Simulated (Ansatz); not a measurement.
The parent structure is Sb2Te3 in the Bi2Te3 type structure (space group R-3m, No. 166).

```
CELL_PARAMETERS angstrom
      2.14354     1.23757    10.30990
     -2.14354     1.23757    10.30990
      0.00000    -2.47514    10.30990
ATOMIC_POSITIONS crystal
  Sb 0.39727 0.39727 0.39727
  Sb 0.60273 0.60273 0.60273
  Te 0.00000 0.00000 0.00000
  Te 0.21451 0.21451 0.21451
  Te 0.78549 0.78549 0.78549
```

Computed with r2SCAN+rVV10 (Ansatz, a first-principles code, PAW, no SOC), earlier PAW set.

Base values:

- Band gap = 0.27 eV
- Pressure = 0.0 GPa

The change: an isotropic linear strain of −1.98 %; the atoms relax in the strained cell.

Question: Estimate the effect on the energy relative to the base.

Answer: The energy increases by 14 meV/atom.

Question: Estimate the effect on the band gap.

Answer: The band gap becomes zero (base: 0.27 eV).

Question: Predict the new pressure.

Answer: The pressure (mean of the normal stresses, compression positive) goes from zero to 2.5 GPa.

Spin-orbit coupling, missing from the scalar runs, can matter with Sb and Te. No phonon test of stability was made. All final runs are without spin polarisation. Gaps under 0.05 eV, about the width of the smearing, are given as zero. A zero or small gap of Sb2Te3 can be the functional's error rather than a property of the material.
